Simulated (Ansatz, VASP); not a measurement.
**One calculation of B, two programs**

```
B
1.0
     2.97196    0.00000    0.00000
    -1.48598    2.57379    0.00000
     0.00000    0.00000    3.94422
B
4
Direct
  0.00000 0.00000 0.25000
  0.00000 0.00000 0.75000
  0.33333 0.66667 0.25000
  0.66667 0.33333 0.75000
```

Alike in both runs: task single point; functional PBE; k mesh 14 × 14 × 5; occupations fermi-dirac, width 0.08 eV; no spin polarisation.

|  | VASP | Ansatz |
| --- | --- | --- |
| version | VASP 6.6.1 | Ansatz 0.2.0 |
| potentials or method | VASP PAW PBE potentials, release 64 (B), cutoff 520 eV | all-electron LAPW, scalar-relativistic |

```tsv
	VASP	Ansatz	Ansatz less VASP
pressure (GPa)	6.0	5.9	-0.07
```

Ansatz ran all-electron here, so the differences hold the error of VASP's frozen core and of both bases.
